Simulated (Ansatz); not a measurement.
## Energy ranking of Sn4S structures

Computed with Ansatz, DFT PBE, scalar-relativistic, plane waves, PAW. Settings: cutoff 420 eV, Γ-centred meshes spaced at most about 0.3 Å⁻¹, and about 0.25 Å⁻¹ or finer for metals (2π included), Gaussian smearing. No spin polarisation.

Energies over the elements count from the elements' standard structures at the same level, with no fitted energy shifts. The references include grey tin.

All energies are static (0 K, no zero-point motion). The comparison covers the computed candidates alone. For metals, differences of a few meV/atom aren't resolved. The reference form of S is held partly by dispersion forces, which this level lacks.

Invented guesses were relaxed alike, and ends that match in structure were merged. ΔE counts from the first row. Coordination counts Sn atoms around S (those within 1.25 times the shortest such distance or 1.15 times the sum of covalent radii; the shortest distance is added where it is long for a bond). The ends were matched against large subsets of the Crystallography Open Database and the Materials Project, so a missing match doesn't prove that a structure is unreported.

```csv
#,reached from,type and space group,atoms,Å³/atom,coordination,ΔE (meV/atom),gap on mesh (eV),in databases
1,random cell,P4/mmm (No. 123),5,28.7,S 8 from 3.1 Å,0,0.00,no match
2,NiHg4 type (Im-3m),Im-3m (No. 229),5,29.4,S 8 from 2.9 Å,2,0.00,no match
3,random cell,Pm-3m (No. 221),5,30.9,S 6,65,0.00,no match
```

The first two are tied within the noise. The first: Space group P4/mmm (No. 123), tetragonal, a = 4.348 Å, c = 7.605 Å. Sn is surrounded by 5 Sn at 3.07–3.20 Å and 2 S at 3.09 Å; S is surrounded by 8 Sn at 3.09 Å. Its energy over the elements is +0.14 eV/atom. The separate elements lie lower, so it is unstable against them. An observed structure of this formula, if there is one, may be missing.

```
Sn S
1.0
     4.34767    0.00000    0.00000
     0.00000    4.34767    0.00000
     0.00000    0.00000    7.60466
Sn S
4 1
Direct
  0.00000 0.50000 0.28943
  0.50000 0.00000 0.28943
  0.00000 0.50000 0.71057
  0.50000 0.00000 0.71057
  0.00000 0.00000 0.00000
```

The second: Space group Im-3m (No. 229), cubic, a = 6.650 Å. Sn is surrounded by 2 S at 2.88 Å and 6 Sn at 3.32 Å; S has 8 Sn at 2.88 Å. Counting Sn atoms around S, the first has S 8 from 3.1 Å and the second has S 8 from 2.9 Å. Cells relaxed within their symmetry can be saddle points.
